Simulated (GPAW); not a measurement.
# CdS (Greenockite) (P6_3mc) in GPAW: notebook

One crystal, CdS (Greenockite), is run at these levels: PBE; tasks: single point.

Everything below comes from runs of GPAW 26.7.0. Logs are shortened: lines on timing, memory, paths and dates and some standing lists are left out, and cuts for length are marked. The log counts tension as positive stress, the text compression.

**What was measured.**

From “Isotope dependence of band-gap energy”, 2008, arxiv:0807.2152, for a bulk crystal of CdS: band gap 2.5809 ± 0.0002 eV.

The runs below are set against these values where they give the same quantity.

**1. Starting point**

Symmetry: P6_3mc, No. 186, hexagonal system. The conventional cell has a = 4.150 Å, b = 4.150 Å, c = 6.737 Å, α = 90.00°, β = 90.00°, γ = 120.00°. Around Cd (site symmetry 3m) lie 4 S at 2.53 to 2.54 Å. S (site symmetry 3m) has 4 Cd at 2.53 to 2.54 Å as nearest neighbours.

**2. Single point, PBE**

The input, run.py:

```python
from ase.dft.bandgap import bandgap
from ase.io import read, write
from ase.units import GPa
from gpaw import GPAW, PW

atoms = read('POSCAR')

calc = GPAW(mode=PW(600),
            xc='PBE',
            kpts={'size': (7, 7, 4), 'gamma': True},
            occupations={'name': 'methfessel-paxton', 'order': 0, 'width': 0.011},
            nbands=31,
            convergence={'density': 1e-05, 'energy': 1e-05},
            maxiter=150,
            txt='gpaw.txt')
atoms.calc = calc
energy = atoms.get_potential_energy()
forces = atoms.get_forces()
stress = atoms.get_stress()
calc.write('gs.gpw')
write('result.traj', atoms)
print(f'Energy: {energy:.6f} eV')
print('Forces (eV/A):')
print(forces.round(4))
print('Stress (GPa):', (stress / GPa).round(3))
print('Fermi level:', round(calc.get_fermi_level(), 4), 'eV')
print(f'Gap: {bandgap(calc)[0]:.4f} eV, direct: {bandgap(calc, direct=True)[0]:.4f} eV')
```

The input, POSCAR:

```
CdS
1.0
    4.1500000000      0.0000000000      0.0000000000
   -2.0750000000      3.5940054257      0.0000000000
    0.0000000000      0.0000000000      6.7370000000
Cd S
2 2
Direct
    0.6666666667      0.3333333333      0.5000000000
    0.3333333333      0.6666666667      0.0000000000
    0.6666666667      0.3333333333      0.8750000000
    0.3333333333      0.6666666667      0.3750000000
```

Potentials or basis: GPAW PAW data sets (gpaw-data 1.2.1), pw.

Launch:

```sh
> OMP_NUM_THREADS=1 python run.py
```

gpaw.txt:

```text
__  _  _
 | _ |_)|_||  |
 |__||  | ||/\| - 26.7.0

Input parameters:
  mode=PW(ecut=600.0),
  convergence={'density': 1e-05, 'energy': 1e-05},
  kpts=MonkhorstPack(size=(7, 7, 4), gamma=True),
  maxiter=150,
  nbands=31,
  occupations=Occupations(name='methfessel-paxton', order=0, width=0.011),
  xc=XC(name='PBE')

Diagonalizing LCAO Hamiltonian
Converting LCAO to pw mode

            S

            Cd
        S

        Cd

Atoms  # Å, Bohr magnetons
|   | symbol |         x |        y |        z |    initial magnetic moments |
|---|--------|-----------|----------|----------|-----------------------------|
| 0 |     Cd |  2.075000 | 1.198002 | 3.368500 | ( 0.0000,  0.0000,  0.0000) |
| 1 |     Cd | -0.000000 | 2.396004 | 0.000000 | ( 0.0000,  0.0000,  0.0000) |
| 2 |      S |  2.075000 | 1.198002 | 5.894875 | ( 0.0000,  0.0000,  0.0000) |
| 3 |      S | -0.000000 | 2.396004 | 2.526375 | ( 0.0000,  0.0000,  0.0000) |

Unit cell  # Å
| periodic |         x |        y |        z |  lengths |     angles |
|----------|-----------|----------|----------|----------|------------|
|      yes |  4.150000 | 0.000000 | 0.000000 | 4.150000 |  90.000000 |
|      yes | -2.075000 | 3.594005 | 0.000000 | 4.150000 |  90.000000 |
|      yes |  0.000000 | 0.000000 | 6.737000 | 6.737000 | 120.000000 |

Number of symmetries: 6
Symmetry operations  # r_c * U_cc + t_c -> r_c
|   | kind |            matrix            |
|---|------|------------------------------|
| 0 |  σ   |  1, 1, 0,  0,-1, 0,  0, 0, 1 |
| 1 |  E   |  1, 0, 0,  0, 1, 0,  0, 0, 1 |
| 2 |  C3  |  0, 1, 0, -1,-1, 0,  0, 0, 1 |
| 3 |  σ   |  0,-1, 0, -1, 0, 0,  0, 0, 1 |
| 4 |  σ   | -1, 0, 0,  1, 1, 0,  0, 0, 1 |
| 5 |  C3  | -1,-1, 0,  1, 0, 0,  0, 0, 1 |

BZ-sampling:
  Number of BZ points: 196
  Number of IBZ points: 28

  Monkhorst-Pack size: [7, 7, 4]
  Monkhorst-Pack shift: [0.0, 0.0, 0.125]

K-points  # in reciprocal-cell coordinates
|     |                                coordinates |     weight |
|-----|--------------------------------------------|------------|
|   0 | (  0.00000000,   0.00000000,   0.00000000) | 0.00510204 |
|   1 | (  0.00000000,   0.00000000,   0.25000000) | 0.01020408 |
|   2 | (  0.00000000,   0.00000000,   0.50000000) | 0.00510204 |
|   3 | (  0.14285714,   0.00000000,  -0.25000000) | 0.03061224 |
|   4 | (  0.14285714,   0.00000000,   0.00000000) | 0.03061224 |
|   5 | (  0.14285714,   0.00000000,   0.25000000) | 0.03061224 |
|   6 | (  0.14285714,   0.00000000,   0.50000000) | 0.03061224 |
|   7 | (  0.28571429,  -0.14285714,   0.00000000) | 0.03061224 |
|   8 | (  0.28571429,  -0.14285714,   0.25000000) | 0.06122449 |
|   9 | (  0.28571429,  -0.14285714,   0.50000000) | 0.03061224 |
| ... |                                            |            |
|  27 | (  0.42857143,   0.42857143,   0.50000000) | 0.03061224 |

Plane wave coefficients: 3376
Cutoff: 600.0 eV

Spin-components: 1 (collinear spins)
Bands:           31
Projectors:      22
Spin-degeneracy: 2
Datatype:        complex128

Parallelization:
  kpt:    1
  domain: 1
  band:   1

Density:
  Valence electrons: 36.0
  Components: 1
  Grid points: [24 24 40]
  Charge: 0.0  # |e|

Potential:
  Grid points: [24 24 40]

species:
  Cd:
    name:    Cadmium
    Z:       48.0
    valence: 12
    core:    36
    charge:  0.0  # [|e|]
    compensation charges:
      type: gauss
      rc: 0.38  # [Å]
      lmax: 2
    cutoffs:
      filter: 2.12  # [Å]
      core: 2.62  # [Å]
    projectors
    | kind |    occ | energy [eV] | rcut [Å] |
    |------|--------|-------------|----------|
    |   5s |  2.000 |      -5.655 |    1.191 |
    |   5p |  0.000 |      -1.186 |    1.228 |
    |   4d | 10.000 |     -11.739 |    1.164 |
    |    s |        |      21.556 |    1.191 |
    |    p |        |      26.026 |    1.228 |
    |    d |        |      15.473 |    1.164 |

    Using partial waves for Cd as LCAO basis

  S:
    name:    Sulfur
    Z:       16.0
    valence: 6
    core:    10
    charge:  0.0  # [|e|]
    compensation charges:
      type: gauss
      rc: 0.24  # [Å]
      lmax: 2
    cutoffs:
      filter: 1.77  # [Å]
      core: 1.66  # [Å]
    projectors
    | kind |    occ | energy [eV] | rcut [Å] |
    |------|--------|-------------|----------|
    |   3s |  2.000 |     -17.254 |    0.974 |
    |   3p |  4.000 |      -7.008 |    0.979 |
    |    s |        |       9.957 |    0.974 |
    |    p |        |      20.203 |    0.979 |
    |    d |        |       0.000 |    0.900 |

    Using partial waves for S as LCAO basis

Reference energy: -326061.476468  # eV

eigensolver:
  PPCG
  Converge bands: occupied
  niter=2

density mixing:
  MSR1-Mixer
  Pratt-step length: 0.05
  Maximum mixing coefficient: 0.75
  Old densities: 10
  SVD Regularization: 0.005
  Good broyden scale: 1.0
  Trust region scale: 1.0
  Backstep threshold: 4.0
  History deletion threshold: 6.0
  Fourier metric: weight=20.0, sigma=0.015

occupation numbers:
  Methfessel-Paxton:
    width: 0.0110  # eV
    order: 0

poisson solver:
  ecut: 4800.0  # eV

xc functional:
  name: PBE with 2 nearest neighbor stencil

convergence criteria:
[... 6 lines left out ...]
|iter     | |      energy | eigst |  dens |
|---------|-|-------------|-------|-------|
|iter:   1| |  -13.697171 | -0.40 |       |
|iter:   2| |  -13.471898 | -2.10 | -1.12 |
|iter:   3| |  -12.684048 | -1.37 | -1.16 |
|iter:   4| |  -12.679890 | -3.22 | -1.73 |
|iter:   5| |  -12.679115 | -3.62 | -2.16 |
|iter:   6| |  -12.679220 | -4.97 | -2.86 |
|iter:   7| |  -12.679234c| -6.24 | -3.48 |
|iter:   8| |  -12.679234c| -7.31 | -4.41 |
|iter:   9| |  -12.679234c| -7.55c| -4.68 |
|iter:  10| |  -12.679234c| -7.84c| -5.19c|

Converged in 10 steps
Energy contributions relative to reference atoms: (reference = -326061.476468)

Energy contributions:
  Kinetic:          37.011610
  Coulomb:         -33.548933
  Zero:              0.289945
  External:          0.000000
  Xc:              -16.431855
  Entropy:          -0.000000
  Spinorbit:         0.000000
  ----------------------------
  Free energy:     -12.679234
  Extrapolated:    -12.679234

dipole moment: (-0.000000, -0.000021, -18.993700)  # |e|*Ang

Fermi level: 3.619
Eigenvalues  # (at kpt = [0.000, 0.000, 0.000])
| band index |      eig [eV] | occ [0-2] |
|------------|---------------|-----------|
|          0 |        -8.851 |     2.000 |
|        ... |               |           |
|         10 |        -3.654 |     2.000 |
|         11 |        -3.320 |     2.000 |
|         12 |        -0.883 |     2.000 |
|         13 |         2.699 |     2.000 |
|         14 |         2.699 |     2.000 |
|         15 |         3.419 |     2.000 |
[... 8 lines left out ...]
|         24 |        10.993 |     0.000 |
|         25 |        11.129 |     0.000 |
|        ... |               |           |
|         30 |        14.988 |     0.000 |

Gap: 1.177 eV
Transition (v -> c):
  (s=0, k=0, n=17, [0.00, 0.00, 0.00]) -> (s=0, k=0, n=18, [0.00, 0.00, 0.00])
No difference between direct/indirect transitions

Forces  # eV/Ang
|        x |        y |        z |
|----------|----------|----------|
| -0.00000 | -0.00000 | -0.06686 |  # Cd   0
| -0.00000 |  0.00000 | -0.06740 |  # Cd   1
| -0.00000 |  0.00000 |  0.06680 |  # S    2
| -0.00000 |  0.00000 |  0.06744 |  # S    3

Stress tensor  # eV/Ang^3
|         x |         y |         z |
|-----------|-----------|-----------|
| -0.010039 |  0.000000 | -0.000000 |
|  0.000000 | -0.010039 |  0.000000 |
| -0.000000 |  0.000000 | -0.014059 |

# Writing to gs.gpw (mode='')
```

Wall time 47 s (1 thread of Arm Neoverse V2, shared host); peak memory 0.23 GiB.

Results:

```yaml
Free_energy: -12.6792 eV
Pressure: 1.8 GPa
Largest_force: 0.067 eV/Å
Band_gap_on_the_k_mesh: 1.18 eV, direct
```

Forces in eV/Å, atoms in the order of the input:
```
Cd   0.000  0.000 -0.067
Cd   0.000  0.000 -0.067
S    0.000  0.000  0.067
S    0.000  0.000  0.067
```

**3. Single point, PBE**

run.py: that of step 2 with these lines changed.

```diff
@@ -10,3 +10,3 @@
             kpts={'size': (7, 7, 4), 'gamma': True},
-            occupations={'name': 'methfessel-paxton', 'order': 0, 'width': 0.011},
+            occupations={'name': 'methfessel-paxton', 'order': 0, 'width': 0.012},
             nbands=31,
```

POSCAR is that of step 2.

Potentials or basis: GPAW PAW data sets (gpaw-data 1.2.1), pw.

Launch:

```sh
> OMP_NUM_THREADS=1 python run.py
```

gpaw.txt:

```text
__  _  _
 | _ |_)|_||  |
 |__||  | ||/\| - 26.7.0

Input parameters:
  mode=PW(ecut=600.0),
  convergence={'density': 1e-05, 'energy': 1e-05},
  kpts=MonkhorstPack(size=(7, 7, 4), gamma=True),
  maxiter=150,
  nbands=31,
  occupations=Occupations(name='methfessel-paxton', order=0, width=0.012),
  xc=XC(name='PBE')

Diagonalizing LCAO Hamiltonian
Converting LCAO to pw mode

            S

            Cd
        S

        Cd

Atoms  # Å, Bohr magnetons
|   | symbol |         x |        y |        z |    initial magnetic moments |
|---|--------|-----------|----------|----------|-----------------------------|
| 0 |     Cd |  2.075000 | 1.198002 | 3.368500 | ( 0.0000,  0.0000,  0.0000) |
| 1 |     Cd | -0.000000 | 2.396004 | 0.000000 | ( 0.0000,  0.0000,  0.0000) |
| 2 |      S |  2.075000 | 1.198002 | 5.894875 | ( 0.0000,  0.0000,  0.0000) |
| 3 |      S | -0.000000 | 2.396004 | 2.526375 | ( 0.0000,  0.0000,  0.0000) |

Unit cell  # Å
| periodic |         x |        y |        z |  lengths |     angles |
|----------|-----------|----------|----------|----------|------------|
|      yes |  4.150000 | 0.000000 | 0.000000 | 4.150000 |  90.000000 |
|      yes | -2.075000 | 3.594005 | 0.000000 | 4.150000 |  90.000000 |
|      yes |  0.000000 | 0.000000 | 6.737000 | 6.737000 | 120.000000 |

Number of symmetries: 6
Symmetry operations  # r_c * U_cc + t_c -> r_c
|   | kind |            matrix            |
|---|------|------------------------------|
| 0 |  σ   |  1, 1, 0,  0,-1, 0,  0, 0, 1 |
| 1 |  E   |  1, 0, 0,  0, 1, 0,  0, 0, 1 |
| 2 |  C3  |  0, 1, 0, -1,-1, 0,  0, 0, 1 |
| 3 |  σ   |  0,-1, 0, -1, 0, 0,  0, 0, 1 |
| 4 |  σ   | -1, 0, 0,  1, 1, 0,  0, 0, 1 |
| 5 |  C3  | -1,-1, 0,  1, 0, 0,  0, 0, 1 |

BZ-sampling:
  Number of BZ points: 196
  Number of IBZ points: 28

  Monkhorst-Pack size: [7, 7, 4]
  Monkhorst-Pack shift: [0.0, 0.0, 0.125]

K-points  # in reciprocal-cell coordinates
|     |                                coordinates |     weight |
|-----|--------------------------------------------|------------|
|   0 | (  0.00000000,   0.00000000,   0.00000000) | 0.00510204 |
|   1 | (  0.00000000,   0.00000000,   0.25000000) | 0.01020408 |
|   2 | (  0.00000000,   0.00000000,   0.50000000) | 0.00510204 |
|   3 | (  0.14285714,   0.00000000,  -0.25000000) | 0.03061224 |
|   4 | (  0.14285714,   0.00000000,   0.00000000) | 0.03061224 |
|   5 | (  0.14285714,   0.00000000,   0.25000000) | 0.03061224 |
|   6 | (  0.14285714,   0.00000000,   0.50000000) | 0.03061224 |
|   7 | (  0.28571429,  -0.14285714,   0.00000000) | 0.03061224 |
|   8 | (  0.28571429,  -0.14285714,   0.25000000) | 0.06122449 |
|   9 | (  0.28571429,  -0.14285714,   0.50000000) | 0.03061224 |
| ... |                                            |            |
|  27 | (  0.42857143,   0.42857143,   0.50000000) | 0.03061224 |

Plane wave coefficients: 3376
Cutoff: 600.0 eV

Spin-components: 1 (collinear spins)
Bands:           31
Projectors:      22
Spin-degeneracy: 2
Datatype:        complex128

Parallelization:
  kpt:    1
  domain: 1
  band:   1

Density:
  Valence electrons: 36.0
  Components: 1
  Grid points: [24 24 40]
  Charge: 0.0  # |e|

Potential:
  Grid points: [24 24 40]

species:
  Cd:
    name:    Cadmium
    Z:       48.0
    valence: 12
    core:    36
    charge:  0.0  # [|e|]
    compensation charges:
      type: gauss
      rc: 0.38  # [Å]
      lmax: 2
    cutoffs:
      filter: 2.12  # [Å]
      core: 2.62  # [Å]
    projectors
    | kind |    occ | energy [eV] | rcut [Å] |
    |------|--------|-------------|----------|
    |   5s |  2.000 |      -5.655 |    1.191 |
    |   5p |  0.000 |      -1.186 |    1.228 |
    |   4d | 10.000 |     -11.739 |    1.164 |
    |    s |        |      21.556 |    1.191 |
    |    p |        |      26.026 |    1.228 |
    |    d |        |      15.473 |    1.164 |

    Using partial waves for Cd as LCAO basis

  S:
    name:    Sulfur
    Z:       16.0
    valence: 6
    core:    10
    charge:  0.0  # [|e|]
    compensation charges:
      type: gauss
      rc: 0.24  # [Å]
      lmax: 2
    cutoffs:
      filter: 1.77  # [Å]
      core: 1.66  # [Å]
    projectors
    | kind |    occ | energy [eV] | rcut [Å] |
    |------|--------|-------------|----------|
    |   3s |  2.000 |     -17.254 |    0.974 |
    |   3p |  4.000 |      -7.008 |    0.979 |
    |    s |        |       9.957 |    0.974 |
    |    p |        |      20.203 |    0.979 |
    |    d |        |       0.000 |    0.900 |

    Using partial waves for S as LCAO basis

Reference energy: -326061.476468  # eV

eigensolver:
  PPCG
  Converge bands: occupied
  niter=2

density mixing:
  MSR1-Mixer
  Pratt-step length: 0.05
  Maximum mixing coefficient: 0.75
  Old densities: 10
  SVD Regularization: 0.005
  Good broyden scale: 1.0
  Trust region scale: 1.0
  Backstep threshold: 4.0
  History deletion threshold: 6.0
  Fourier metric: weight=20.0, sigma=0.015

occupation numbers:
  Methfessel-Paxton:
    width: 0.0120  # eV
    order: 0

poisson solver:
  ecut: 4800.0  # eV

xc functional:
  name: PBE with 2 nearest neighbor stencil

convergence criteria:
[... 6 lines left out ...]
|iter     | |      energy | eigst |  dens |
|---------|-|-------------|-------|-------|
|iter:   1| |  -13.697171 | -0.40 |       |
|iter:   2| |  -13.471898 | -2.10 | -1.12 |
|iter:   3| |  -12.684048 | -1.37 | -1.16 |
|iter:   4| |  -12.679890 | -3.22 | -1.73 |
|iter:   5| |  -12.679115 | -3.62 | -2.16 |
|iter:   6| |  -12.679220 | -4.97 | -2.86 |
|iter:   7| |  -12.679234c| -6.24 | -3.48 |
|iter:   8| |  -12.679234c| -7.31 | -4.41 |
|iter:   9| |  -12.679234c| -7.55c| -4.68 |
|iter:  10| |  -12.679234c| -7.84c| -5.19c|

Converged in 10 steps
Energy contributions relative to reference atoms: (reference = -326061.476468)

Energy contributions:
  Kinetic:          37.011610
  Coulomb:         -33.548933
  Zero:              0.289945
  External:          0.000000
  Xc:              -16.431855
  Entropy:          -0.000000
  Spinorbit:         0.000000
  ----------------------------
  Free energy:     -12.679234
  Extrapolated:    -12.679234

dipole moment: (-0.000000, -0.000021, -18.993700)  # |e|*Ang

Fermi level: 3.619
Eigenvalues  # (at kpt = [0.000, 0.000, 0.000])
| band index |      eig [eV] | occ [0-2] |
|------------|---------------|-----------|
|          0 |        -8.851 |     2.000 |
|        ... |               |           |
|         10 |        -3.654 |     2.000 |
|         11 |        -3.320 |     2.000 |
|         12 |        -0.883 |     2.000 |
|         13 |         2.699 |     2.000 |
|         14 |         2.699 |     2.000 |
|         15 |         3.419 |     2.000 |
[... 8 lines left out ...]
|         24 |        10.993 |     0.000 |
|         25 |        11.129 |     0.000 |
|        ... |               |           |
|         30 |        14.988 |     0.000 |

Gap: 1.177 eV
Transition (v -> c):
  (s=0, k=0, n=17, [0.00, 0.00, 0.00]) -> (s=0, k=0, n=18, [0.00, 0.00, 0.00])
No difference between direct/indirect transitions

Forces  # eV/Ang
|        x |        y |        z |
|----------|----------|----------|
| -0.00000 | -0.00000 | -0.06686 |  # Cd   0
| -0.00000 |  0.00000 | -0.06740 |  # Cd   1
| -0.00000 |  0.00000 |  0.06680 |  # S    2
| -0.00000 |  0.00000 |  0.06744 |  # S    3

Stress tensor  # eV/Ang^3
|         x |         y |         z |
|-----------|-----------|-----------|
| -0.010039 |  0.000000 | -0.000000 |
|  0.000000 | -0.010039 |  0.000000 |
| -0.000000 |  0.000000 | -0.014059 |

# Writing to gs.gpw (mode='')
```

Wall time 48 s (1 thread of Arm Neoverse V2, shared host); peak memory 0.23 GiB.

What came out:

```
Free energy            : -12.6792 eV
Pressure               : 1.8 GPa
Largest force          : 0.067 eV/Å
Band gap on the k mesh : 1.18 eV, direct
```

Forces in eV/Å, atoms in the order of the input:
```
Cd   0.000  0.000 -0.067
Cd   0.000  0.000 -0.067
S    0.000  0.000  0.067
S    0.000  0.000  0.067
```

Stress tensor (GPa, compression positive):
```
1.61 0.00 0.00
0.00 1.61 0.00
0.00 0.00 2.25
```

Levels at points of the mesh, in eV from the valence-band top:
| k point | band 14 | band 15 | band 16 | band 17 | band 18 | band 19 | band 20 | band 21 | band 22 | band 23 |
| --- | --- | --- | --- | --- | --- | --- | --- | --- | --- | --- |
| (0.00, 0.00, 0.00) | -0.76 | -0.76 | -0.04 | 0.00 | 0.00 | 1.18 | 2.77 | 6.43 | 6.43 | 6.75 |
| (0.00, 0.00, 0.50) | -2.45 | -0.40 | -0.40 | -0.40 | -0.40 | 2.82 | 2.82 | 6.15 | 6.15 | 6.78 |

(Continued in part 2 of 2.)
